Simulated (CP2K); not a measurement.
Runs of CP2K 2026.2 on C. Symmetry: Fd-3m, No. 227, cubic system. Conventional cell: a = 3.567 Å, b = 3.567 Å, c = 3.567 Å, α = 90.00°, β = 90.00°, γ = 90.00°. Around C (site symmetry -43m) lie 4 C at 1.54 Å. This isn't the form of C at room conditions, which is graphite.

| task | level | potentials or basis | cell | smearing | NGRIDS | EXTRAPOLATION | potentials | optimiser | most steps | gap on the mesh (eV) | pressure (GPa) | relaxed volume (Å³/atom) |
| --- | --- | --- | --- | --- | --- | --- | --- | --- | --- | --- | --- | --- |
| relaxation of cell and atoms | PBE | POTENTIAL_UZH C GTH-PBE-q4; TZVP-MOLOPT-PBE-GTH basis | relaxed | fermi-dirac 0.05 eV | 4 | USE_PREV_P | C GTH-PBE-q4 of POTENTIAL_UZH | BFGS | 40 | 4.51 | 0.0 | (a) |
| relaxation of cell and atoms | revPBE+D3(BJ) | POTENTIAL_UZH C GTH-PBE-q4; TZVP-MOLOPT-PBE-GTH basis | relaxed | fermi-dirac 0.05 eV | 5 | USE_PREV_P | C GTH-PBE-q4 of POTENTIAL_UZH | BFGS | 40 | 4.61 | 0.0 | 5.59 |
| band structure | LDA | GTH_POTENTIALS C GTH-PADE-q4; TZVP-MOLOPT-PBE-GTH basis | as given | fermi-dirac 0.05 eV | 4 | - | C GTH-PADE-q4 of GTH_POTENTIALS | - | - | 4.53 | -11.1 | - |
| single point | LDA | GTH_POTENTIALS C GTH-PADE-q4; TZVP-MOLOPT-PBE-GTH basis | as given | gaussian 0.1 eV | 5 | - | C GTH-PADE-q4 of GTH_POTENTIALS | - | - | 4.53 | -11.1 | - |
| band structure | PBE | POTENTIAL_UZH C GTH-PBE-q4; TZVP-MOLOPT-PBE-GTH basis | as given | fermi-dirac 0.05 eV | 5 | - | C GTH-PBE-q4 of POTENTIAL_UZH | - | - | 4.54 | 3.8 | - |
| single point | PBE | POTENTIAL_UZH C GTH-PBE-q4; TZVP-MOLOPT-PBE-GTH basis | as given | gaussian 0.03 eV | 5 | - | C GTH-PBE-q4 of POTENTIAL_UZH | - | - | 4.54 | 3.8 | - |
| relaxation of cell and atoms | revPBE+D4 | POTENTIAL_UZH C GTH-PBE-q4; TZVP-MOLOPT-PBE-GTH basis | relaxed | fermi-dirac 0.05 eV | 5 | USE_PREV_P | C GTH-PBE-q4 of POTENTIAL_UZH | BFGS | 40 | 4.61 | 0.0 | 5.57 |
| single point | PBE | POTENTIAL_UZH C GTH-PBE-q4; TZVP-MOLOPT-PBE-GTH basis | as given | gaussian 0.029 eV | 5 | - | C GTH-PBE-q4 of POTENTIAL_UZH | - | - | 4.54 | 3.8 | - |
| single point | PBE | POTENTIAL_UZH C GTH-PBE-q4; TZVP-MOLOPT-PBE-GTH basis | as given | gaussian 0.011 eV | 4 | - | C GTH-PBE-q4 of POTENTIAL_UZH | - | - | 4.54 | 3.8 | - |

Alike in all rows: no spin polarisation; k mesh 13 × 13 × 13.

Estimate the missing entries.

(a) 5.72.

Caveats: the basis of atomic orbitals isn't converged, which shifts pressures, moduli and gaps; an odd mesh through Γ misses points on the zone boundary, where band edges often lie (some runs); the real-space grid breaks the cell's symmetry a little (some runs); the potentials were made for another functional, which shifts forces and pressure (some runs).
